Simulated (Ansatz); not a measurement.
## Ionic part of the dielectric constant of BN at 1 GPa, mode by mode

Method: DFT LDA, scalar-relativistic, plane waves, PAW (Ansatz 0.2.0). Settings: 420 eV plane-wave cutoff, Γ-centred 12×12×12 mesh, fixed occupations. No spin polarisation. Phonons by linear response, acoustic sum rule imposed.

The structure is trigonal, space group R3m (No. 160). The conventional cell has a = 2.487 Å, b = 2.487 Å, c = 9.403 Å, α = 90.00°, β = 90.00°, γ = 120.00°. B (site symmetry 3m) has 3 N at 1.44 Å as nearest neighbours. Around N (site symmetry 3m) lie 3 B at 1.44 Å.

The crystal is built of layers and no dispersion correction was added, so the binding between them is poorly described, and with it their spacing and whatever depends on it.

The primitive cell has V = 16.78 Å³ and ε∞,zz = 2.960. Each polar mode adds Δε = (4.92064×10⁷/V)·S/ν² along z, with S its oscillator strength in e²/amu, ν in cm⁻¹ and V in Å³.

Question: From these modes, find each Δε and ε0,zz.
```json
{"ν (cm⁻¹)": "750.4", "S_zz (e²/amu)": "0.1079"}
```

Answer:
| ν (cm⁻¹) | Δε |
| --- | --- |
| 750.4 | 0.56 |

The sum is 0.562, so ε0,zz = 3.52; the run's tensor has 3.52.

Question: Where do the longitudinal modes lie for a wave vector along z?

Answer: At 819 cm⁻¹. The Lyddane–Sachs–Teller product Π(ν_LO/ν_TO)² = 1.19 matches ε0/ε∞ = 1.19.

This form isn't the usual stable structure of the compound.

Cost: 1 run of about 0.62 core-minutes, on Arm Neoverse V2 (shared hosts).